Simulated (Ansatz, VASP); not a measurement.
Given: the input of a run of Ansatz 0.2.0 on K2S.

The input input.yaml:

```yaml
crystal:
  lattice:
    - [0.0, 3.7557205746, 3.7557205746]
    - [3.7557205746, 0.0, 3.7557205746]
    - [3.7557205746, 3.7557205746, 0.0]
  atoms:
    - { symbol: K, position: [0.25, 0.25, 0.25] }
    - { symbol: K, position: [0.75, 0.75, 0.75] }
    - { symbol: S, position: [0.0, 0.0, 0.0] }
hamiltonian:
  xc: pbesol
  pseudopotentials: { kind: paw }
kpoints:
  mp_grid: { grid: [6, 6, 6] }
scf:
  occupations: { method: fermi_dirac, width: 0.05 }
output:
  forces: true
  stress: true
  eigenvalues: true
```

Potentials or basis: Ansatz PAW.

Command:

```bash
$ ansatz run input.yaml --threads 1 --pin off --max-ram 3584MiB --backend cpu --events-out ev --progress --plain --runs-dir out
```

Q: Translate it to VASP 6.6.1. Potentials there: VASP PAW PBE potentials, release 64 (K_sv, S).

A: As run (the cutoff follows the program's own potentials):

The input INCAR:

```
PREC = Accurate
ENCUT = 520
EDIFF = 1E-7
ISMEAR = -1
SIGMA = 0.05
LREAL = False
LASPH = True
NELM = 60
ALGO = Normal
ISIF = 2
LWAVE = False
LCHARG = False
GGA = PS
NBANDS = 19
```

File KPOINTS:

```
Automatic mesh
0
Gamma
  6 6 6
```

The input POSCAR:

```
K2S
1.0
    0.0000000000      3.7557205746      3.7557205746
    3.7557205746      0.0000000000      3.7557205746
    3.7557205746      3.7557205746      0.0000000000
K S
2 1
Direct
    0.2500000000      0.2500000000      0.2500000000
    0.7500000000      0.7500000000      0.7500000000
    0.0000000000      0.0000000000      0.0000000000
```

Potentials or basis: VASP PAW PBE potentials, release 64 (K_sv, S).

The run is started by

```console
$ cat potpaw_PBE.64/K_sv/POTCAR potpaw_PBE.64/S/POTCAR > POTCAR
$ mpirun -np 1 vasp_std > vasp.out
```

Both were run:

|  | VASP | Ansatz | Ansatz less VASP |
| --- | --- | --- | --- |
| gap on the k mesh at the Fermi level (eV) | 2.18 | 2.18 | +0.001 |
| least direct gap on the mesh (eV) | 2.34 | 2.34 | +0.002 |
| pressure (GPa) | -1.2 | -1.2 | -0.03 |

The functional is the same, so the differences come from potentials, cutoffs and numerics.

Caveats: the PAW data sets were made with another functional, which shifts forces and pressure a little (VASP); the PAW data sets come from PBE, with cores solved anew for the run's functional, which leaves a small shift of forces and pressure (Ansatz). A k mesh can miss the band edges.
